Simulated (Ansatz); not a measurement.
Two-dimensional strain map in Ba

The calculation used DFT PBE, scalar-relativistic, plane waves, PAW (Ansatz 0.2.0). Settings: plane waves to 420 eV, k-mesh 9×9×12 (Γ-centred), Gaussian smearing 0.15 eV. No spin polarisation. Energies are free energies at this smearing, counted from the undisturbed cell; pressure is positive in compression.

Reference structure (as given, not relaxed at this level; it stands at 0.2 GPa; this form isn't the usual structure):

```xyz
2
Lattice="6.9961 0.0000 0.0000 -3.4980 6.0588 0.0000 0.0000 0.0000 3.9094" Properties=species:S:1:pos:R:3 pbc="T T T"
Ba    0.0000    4.0392    1.9547
Ba    3.4980    2.0196    1.9547
```

The cell is strained by p along both x and y and by q along z, fractional coordinates fixed. Points are written (p, q).

Energy above the undisturbed cell in meV/atom (a dash: not computed):

```
 p \ q  -0.080  -0.040  0.000  0.040  0.080
-0.080    64.5    49.7   55.8   76.8  107.8
-0.040    45.5       –      –      –      –
 0.000    43.2       –    0.0      –   25.2
 0.080    77.4       –    6.9      –   11.2
```

Pressure in GPa:

```
 p \ q  -0.080  -0.040  0.000  0.040  0.080
-0.080     1.1     0.8    0.6    0.4    0.3
-0.040     0.8       –      –      –      –
 0.000     0.7       –    0.2      –    0.0
 0.080     0.4       –   -0.1      –   -0.3
```